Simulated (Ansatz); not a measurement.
# HfC (Pmm2) in Ansatz: further runs

One crystal, HfC, is run at these levels: PBE; tasks: single point.

All numbers are computed with Ansatz 0.2.0; they aren't measurements. Logs are shortened: lines on timing, memory, paths and dates and some standing lists are left out, and cuts for length are marked.

## Step 1: The crystal as given

The structure is orthorhombic, space group Pmm2 (No. 25). The conventional cell has a = 2.439 Å, b = 4.695 Å, c = 2.562 Å, α = 90.00°, β = 90.00°, γ = 90.00°. Around Hf (site symmetry mm2) lie 2 C at 2.43 Å and 4 Hf at 2.44 to 2.56 Å. C (site symmetry mm2) is surrounded by 2 Hf at 2.43 Å and 4 C at 2.44 to 2.56 Å.

The cell was built by a generator and needn't be a form met in nature.

## Step 2: Single point, PBE

The input, input.yaml:

```yaml
crystal:
  lattice:
    - [2.43942588, 0.0, 0.0]
    - [0.0, 4.69499661, 0.0]
    - [0.0, 0.0, 2.56227473]
  atoms:
    - { symbol: Hf, position: [0.0, 0.0, 0.0] }
    - { symbol: C, position: [0.0, 0.5, 0.75] }
hamiltonian:
  xc: pbe
  pseudopotentials: { kind: paw }
kpoints:
  mp_grid: { grid: [11, 6, 10] }
scf:
  occupations: { method: gaussian, width: 0.016 }
output:
  forces: true
  stress: true
  eigenvalues: true
```

Potentials or basis: Ansatz PAW.

Run with:

```bash
ansatz run input.yaml --threads 2 --pin off --max-ram 5632MiB --backend cpu --events-out ev --progress --plain --runs-dir out
```

Output:

```text
Warning: RAYON_NUM_THREADS=2 ignored (pool sized by the plan → 2); use --threads N
Engine: ansatz 0.2.0, x86_64-unknown-linux-gnu
Pseudopotentials: kind: paw
Pseudopotential: Hf, paw, valence charge 26, recommended cutoff 420 eV (normal), Hf.paw.azcp
Pseudopotential: C, paw, valence charge 4, recommended cutoff 420 eV (normal), C.paw.azcp
Functional definition: PBE
  parameter kappa = 0.804
  parameter beta = 0.06672455060314922
  exchange = pbe_x(kappa = kappa, mu = beta*pi^2/3)
  correlation = pbe_c(beta = beta)
Crystal: 2 atoms, lattice volume = 29.346 Å³
Basis set: ecut = 420 eV, 559 PW (Γ), exchange–correlation on 36×64×36 points (8 copies of the dense FFT grid, shifted against one another)
Bands: 19, of which v1, the nominal top of the filled ones, is band 15 counted from 1 (14 counted from 0)
Symmetry: 4 space group operations
Space group: Pmm2 (ITA 25), of the structure as read, at distance tolerance 3.1e-5 Å
k-points: 144 of 660 (time reversal used)
Non-local potential: Hf, projectors of the file, l = 0: 3, l = 1: 2, l = 2: 2, l = 3: 3
Non-local potential: C, projectors of the file, l = 0: 2, l = 1: 2, l = 2: 1
PAW form: soft (Blöchl's): semilocal exchange-correlation on the pseudo side does not see the compensation charge
PAW one-centre angular grid: Hf, 590 points (default); XC on 64 Gauss nodes
PAW one-centre angular grid: C, 110 points (default); XC on 64 Gauss nodes
Initial density: superposition of atomic densities (neutral atoms: chi_scale 0, normalization atom), corrected by the library's trained network
Initial wavefunctions: pseudopotential atomic-orbital guess
Functional: x = pbe(κ = 0.804, μ = 0.2195149727645171), c = pbe(β = 0.06672455060314922)
SCF iter   1: F=—  HF=-15967.217659 eV  |F-HF|=—  |Δ(HF+E_count)|=         —  Δρ=7.65e-3  dr2=2.37e-2  ethr=1.77e-3  ⟨swp⟩=5.2  Hψ=11641  notcnv=0
preconditioner: auto → none  [metal: Δε(μ)=0.009 eV  Ē_g=16.397 eV  σ=0.016 eV  W_gap=0.30  n_scr=8 (ndim 8)  ℏωp=36.3 eV  f_vac=0.000  D(μ)=3.15/eV (n_scr^D=38)  sad-step TF]
SCF iter   2: F=—  HF=-15967.215197 eV  |F-HF|=—  |Δ(HF+E_count)|=   2.46e-3  Δρ=5.38e-3  dr2=1.80e-2  ethr=7.90e-5  ⟨swp⟩=2.0  Hψ=4639  notcnv=0  defer=13
SCF iter   3: F=—  HF=-15967.213650 eV  |F-HF|=—  |Δ(HF+E_count)|=   1.55e-3  Δρ=2.36e-3  dr2=2.46e-3  ethr=5.98e-5  ⟨swp⟩=3.0  Hψ=4933  notcnv=0  defer=13
SCF iter   4: F=—  HF=-15967.213082 eV  |F-HF|=—  |Δ(HF+E_count)|=   5.68e-4  Δρ=5.13e-4  dr2=1.08e-4  ethr=8.22e-6  ⟨swp⟩=2.0  Hψ=4826  notcnv=0  defer=13
SCF iter   5: F=—  HF=-15967.213080 eV  |F-HF|=—  |Δ(HF+E_count)|=   2.30e-6  Δρ=1.21e-4  dr2=4.45e-6  ethr=3.60e-7  ⟨swp⟩=2.0  Hψ=4308  notcnv=0  defer=13
SCF iter   6: F=—  HF=-15967.213091 eV  |F-HF|=—  |Δ(HF+E_count)|=   1.09e-5  Δρ=5.07e-5  dr2=8.29e-7  ethr=1.48e-8  ⟨swp⟩=2.2  Hψ=4649  notcnv=0  defer=13
SCF iter   7: F=-15967.213091 eV  HF=-15967.213091 eV  |F-HF|=5.22e-9  |Δ(HF+E_count)|=   1.00e-7  Δρ=6.96e-6  dr2=6.47e-9  ethr=3.33e-10  ⟨swp⟩=4.3  Hψ=13322  notcnv=0
SCF 1 converged in 7 iterations: F = -15967.213091 eV  dr2 = 6.47e-9
SCF converged after 7 iterations
Free energy (F): -15967.213091 eV
Harris-Foulkes:  -15967.213091 eV  (|F-HF|=5.22e-9)
Internal energy: -15967.212757 eV  (E = F + TS)
E sigma→0 (E₀):  -15967.212924 eV
Entropy (-TS):   -0.000333 eV (-0.167 meV/atom)
Fermi energy:    16.642814 eV
--- Per-component energies (eV) ---
  E_band       = 8.706204
  E_kinetic    = 512.519865
  E_local      = -6534.421563  (includes V_loc(G=0)·N_el)
  E_nonlocal   = -1215.279861
  E_hartree    = 3080.769159
  E_xc         = -348.536034
  E_vxc        = -326.272673  (∫ρ·V_xc dr)
  E_paw        = -7028.421946  (= ΣΔE_a)
  E_vpaw       = 1410.621064  (= ΣTr[D̂ρ^β])
  E_aug_tail   = 0.000001  (compensation charges beyond the density's cutoff)
  E_ewald      = -4433.842378
  E_smearing   = -0.000333  (= −TS)
  E_closure    = 0.000000  (closes the sum)
  Σ components = -15967.213091   (vs F -15967.213091, Δ=0.00e0)
--- Forces (eV/Å), atoms counted from 1 ---
  atom   1  Hf     0.00000000     0.00000000     0.11217914
  atom   2  C      0.00000000     0.00000000    -0.11218481
  max |Σ_I F_I| component: 5.66e-6 eV/Å
--- Stress (GPa, compression-positive) ---
       56.241015       0.000000       0.000000
        0.000000     -50.460072       0.000000
        0.000000       0.000000      28.069567
  P = ⅓ Tr σ = 11.2835 GPa (112.835 kbar)
--- Band table (eV; the first three rows and the last of 144) ---
  k-point 0: bands = ["-44.9317", "-13.6672", "-12.3640", "-11.9150", "4.8253", "5.2860", "5.3528", "5.4266", "5.4287", "5.5067", "5.5711", "5.5972", "12.2473", "14.0911", "14.2616", "19.7071", "21.0553", "21.6780", "22.8510"]
  k-point 1: bands = ["-44.9073", "-13.6336", "-12.6526", "-11.8919", "5.0011", "5.2900", "5.3390", "5.4382", "5.4390", "5.5029", "5.5721", "5.5782", "12.6901", "14.0772", "14.6744", "19.0173", "21.1143", "21.7462", "21.9524"]
  k-point 2: bands = ["-44.8430", "-13.5448", "-13.3633", "-11.8313", "5.2899", "5.2993", "5.3944", "5.4688", "5.4693", "5.4929", "5.5756", "5.6671", "13.4960", "13.9795", "15.8154", "17.7434", "20.5114", "21.2676", "22.0522"]
  k-point 143: bands = ["-44.2579", "-15.1390", "-14.4010", "-12.8354", "5.3017", "5.3657", "5.3931", "5.4813", "5.5017", "5.5389", "5.5757", "10.5594", "12.2358", "14.2747", "14.9374", "16.3860", "17.9381", "19.5441", "23.5797"]
```

It took 6.4 s on 2 threads of Intel Xeon at 2.70GHz, shared host; peak memory 0.41 GiB.

What came out:

```
Free energy            : -15967.2131 eV
Pressure               : 11.3 GPa
Largest force          : 0.112 eV/Å
Band gap on the k mesh : none (metal or under the smearing width)
```

Forces in eV/Å, atoms in the order of the input:
```
Hf   0.000  0.000  0.112
C    0.000  0.000 -0.112
```

## Step 3: Single point, PBE

Changes to input.yaml since step 2:

```diff
@@ -14,3 +14,3 @@
 scf:
-  occupations: { method: gaussian, width: 0.016 }
+  occupations: { method: gaussian, width: 0.017 }
 output:
```

Potentials or basis: Ansatz PAW.

Run with:

```bash
ansatz run input.yaml --threads 2 --pin off --max-ram 5632MiB --backend cpu --events-out ev --progress --plain --runs-dir out
```

It took 6.4 s on 2 threads of Intel Xeon at 2.70GHz, shared host; peak memory 0.41 GiB.

Results (log left out):

```
Free energy            : -15967.2131 eV
Pressure               : 11.3 GPa
Largest force          : 0.112 eV/Å
Band gap on the k mesh : none (metal or under the smearing width)
```

Forces in eV/Å, atoms in the order of the input:
```
Hf   0.000  0.000  0.112
C    0.000  0.000 -0.112
```

Stress tensor (GPa, compression positive):
```
 56.26   0.00   0.00
  0.00 -50.47   0.00
  0.00   0.00  28.07
```

Levels at points of the mesh, in eV from the Fermi level:
| k point | band 12 | band 13 | band 14 | band 15 | band 16 | band 17 | band 18 | band 19 |
| --- | --- | --- | --- | --- | --- | --- | --- | --- |
| (0.00, 0.00, 0.00) | -11.05 | -4.40 | -2.55 | -2.38 | 3.06 | 4.41 | 5.03 | 6.21 |
| (0.00, 0.00, -0.50) | -8.95 | -4.17 | -3.45 | -1.64 | 2.48 | 4.78 | 5.26 | 5.79 |
| (0.00, -0.50, 0.00) | -10.92 | -6.18 | -2.89 | -2.25 | 3.34 | 3.98 | 5.99 | 7.65 |
| (0.00, -0.50, -0.50) | -8.84 | -4.21 | -2.46 | -1.51 | 1.00 | 2.85 | 4.93 | 5.37 |

The run has no spin-orbit coupling, so splittings on Hf are missing.

## Step 4: Single point, PBE

Changes to input.yaml since step 3:

```diff
@@ -14,3 +14,3 @@
 scf:
-  occupations: { method: gaussian, width: 0.017 }
+  occupations: { method: gaussian, width: 0.018 }
 output:
```

Run with:

```bash
ansatz run input.yaml --threads 2 --pin off --max-ram 5632MiB --backend cpu --events-out ev --progress --plain --runs-dir out
```

It took 5.4 s on 2 threads of Intel Xeon at 2.70GHz, shared host; peak memory 0.4 GiB.

Results (log left out):

```
Free energy            : -15967.2131 eV
Pressure               : 11.3 GPa
Largest force          : 0.112 eV/Å
Band gap on the k mesh : none (metal or under the smearing width)
```

Forces in eV/Å, atoms in the order of the input:
```
Hf   0.000  0.000  0.112
C    0.000  0.000 -0.112
```

Stress tensor (GPa, compression positive):
```
 56.27   0.00   0.00
  0.00 -50.47   0.00
  0.00   0.00  28.07
```

Levels at points of the mesh, in eV from the Fermi level:
```tsv
k point	band 13	band 14	band 15	band 16	band 17	band 18
(0.00, 0.00, 0.00)	-4.40	-2.55	-2.38	3.06	4.41	5.03
(0.00, 0.00, -0.50)	-4.17	-3.45	-1.64	2.48	4.78	5.26
(0.00, -0.50, 0.00)	-6.18	-2.89	-2.25	3.34	3.98	5.99
(0.00, -0.50, -0.50)	-4.21	-2.46	-1.51	0.99	2.85	4.93
```

Spin-orbit coupling is left out, which matters for the levels of Hf.

## Step 5: Single point, PBE

Changes to input.yaml since step 4:

```diff
@@ -14,3 +14,3 @@
 scf:
-  occupations: { method: gaussian, width: 0.018 }
+  occupations: { method: gaussian, width: 0.019 }
 output:
```

Run with:

```bash
ansatz run input.yaml --threads 2 --pin off --max-ram 5632MiB --backend cpu --events-out ev --progress --plain --runs-dir out
```

Run time: 5.5 s. Hardware: 2 threads of Intel Xeon at 2.70GHz, shared host; peak memory 0.41 GiB.

It converged, with:

| Item | Value |
| --- | --- |
| Free energy | -15967.2132 eV |
| Pressure | 11.3 GPa |
| Largest force | 0.112 eV/Å |
| Band gap on the k mesh | none (metal or under the smearing width) |

Forces in eV/Å, atoms in the order of the input:
```
Hf   0.000  0.000  0.112
C    0.000  0.000 -0.112
```

Stress tensor (GPa, compression positive):
```
 56.29   0.00   0.00
  0.00 -50.47   0.00
  0.00   0.00  28.07
```

Levels at points of the mesh, in eV from the Fermi level:
```tsv
k point	band 13	band 14	band 15	band 16	band 17	band 18
(0.00, 0.00, 0.00)	-4.40	-2.55	-2.38	3.06	4.41	5.03
(0.00, 0.00, -0.50)	-4.17	-3.45	-1.64	2.48	4.78	5.26
(0.00, -0.50, 0.00)	-6.18	-2.89	-2.25	3.34	3.98	5.99
(0.00, -0.50, -0.50)	-4.21	-2.46	-1.51	0.99	2.85	4.93
```

## Step 6: Single point, PBE

Changes to input.yaml since step 5:

```diff
@@ -14,3 +14,3 @@
 scf:
-  occupations: { method: gaussian, width: 0.019 }
+  occupations: { method: gaussian, width: 0.02 }
 output:
```

Potentials or basis: Ansatz PAW.

Run with:

```bash
ansatz run input.yaml --threads 2 --pin off --max-ram 5632MiB --backend cpu --events-out ev --progress --plain --runs-dir out
```

It took 5.5 s on 2 threads of Intel Xeon at 2.70GHz, shared host; peak memory 0.41 GiB.

It converged, with:

* Free energy: -15967.2132 eV
* Pressure: 11.3 GPa
* Largest force: 0.112 eV/Å
* Band gap on the k mesh: none (metal or under the smearing width)

Forces in eV/Å, atoms in the order of the input:
```
Hf   0.000  0.000  0.112
C    0.000  0.000 -0.112
```

Stress tensor (GPa, compression positive):
```
 56.30   0.00   0.00
  0.00 -50.48   0.00
  0.00   0.00  28.07
```

Levels at points of the mesh, in eV from the Fermi level:
| k point | band 12 | band 13 | band 14 | band 15 | band 16 | band 17 | band 18 | band 19 |
| --- | --- | --- | --- | --- | --- | --- | --- | --- |
| (0.00, 0.00, 0.00) | -11.05 | -4.40 | -2.55 | -2.38 | 3.06 | 4.41 | 5.03 | 6.21 |
| (0.00, 0.00, -0.50) | -8.95 | -4.17 | -3.45 | -1.64 | 2.48 | 4.78 | 5.26 | 5.79 |
| (0.00, -0.50, 0.00) | -10.92 | -6.18 | -2.89 | -2.25 | 3.34 | 3.98 | 5.99 | 7.65 |
| (0.00, -0.50, -0.50) | -8.84 | -4.21 | -2.46 | -1.51 | 0.99 | 2.85 | 4.93 | 5.37 |

Spin-orbit coupling is left out, which matters for the levels of Hf.

## Step 7: Summary

```tsv
smearing	gap on the mesh (eV)	pressure (GPa)	largest force (eV/Å)
gaussian 0.016 eV	none	11.3	0.11
gaussian 0.017 eV	none	11.3	0.11
gaussian 0.018 eV	none	11.3	0.11
gaussian 0.019 eV	none	11.3	0.11
gaussian 0.02 eV	none	11.3	0.11
```

Alike in all rows: task single point; level PBE; potentials or basis Ansatz PAW; no spin polarisation; cell as given; k mesh 11 × 6 × 10; cutoff (eV) 420.

Every run on the cell as given and a fine mesh finds a metal.

Total energies depend on the potentials used, so only differences within one code and one set of settings carry meaning.
